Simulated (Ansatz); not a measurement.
Phonon dispersion of TiRu3O8

Method: Ansatz, DFT PBE, scalar-relativistic, plane waves, PAW. Settings: 420 eV plane-wave cutoff, Γ-centred 8×8×6 mesh, Fermi-Dirac smearing of 0.15 eV. No spin polarisation. Phonons by linear response, acoustic sum rule imposed.

Relaxed structure:
```xyz
12
Lattice="3.2735 -3.2821 0.0000 3.2735 3.2821 0.0000 0.0000 0.0000 5.9899" Properties=species:S:1:pos:R:3 pbc="T T T"
Ti    0.0000    0.0000    0.0000
Ru    0.0000    0.0000    2.9949
Ru    3.2735    0.0000    1.5416
Ru    3.2735    0.0000    4.4483
O     4.5239    0.0000    0.0000
O     4.6251    0.0000    2.9949
O     3.2735   -1.9722    1.4731
O     3.2735   -1.9722    4.5168
O     2.0232    0.0000    0.0000
O     1.9220    0.0000    2.9949
O     3.2735    1.9722    1.4731
O     3.2735    1.9722    4.5168
```

It was reached by relaxing an invented guess, and it needn't be the stable form of this composition. In a metal, frequencies and elastic constants depend on the k mesh and the smearing, soft modes and shear constants most. The q mesh is coarse, so values between its points are rough.

Force constants from linear response on a 2×2×1 q mesh.

Problem. Is the structure dynamically stable on this mesh?

Solution. No: at q = (0.000, -0.500, 0.000) a mode is imaginary, 89i cm⁻¹.

Problem. Give the frequencies (cm⁻¹; i marks imaginary ones) at the irreducible q points, in fractions of the reciprocal vectors.

Solution.
```json
{"q": "0.000 0.000 0.000", "star": "1", "frequencies": "0 0 0 115 153 159 166 204 215 218 266 277 300 310 314 315 326 361 392 394 406 421 429 453 459 474 492 507 530 549 562 579 602 615 645 668"}
{"q": "0.000 -0.500 0.000", "star": "2", "frequencies": "89i 115 127 135 145 170 172 206 212 226 265 287 288 297 302 308 337 337 380 400 414 437 448 450 474 479 512 514 519 555 557 581 592 626 630 642"}
{"q": "-0.500 -0.500 0.000", "star": "1", "frequencies": "68 81 122 127 140 182 187 200 223 251 252 256 284 295 300 303 311 312 352 386 418 431 446 471 473 481 492 509 528 567 576 583 612 613 631 655"}
```
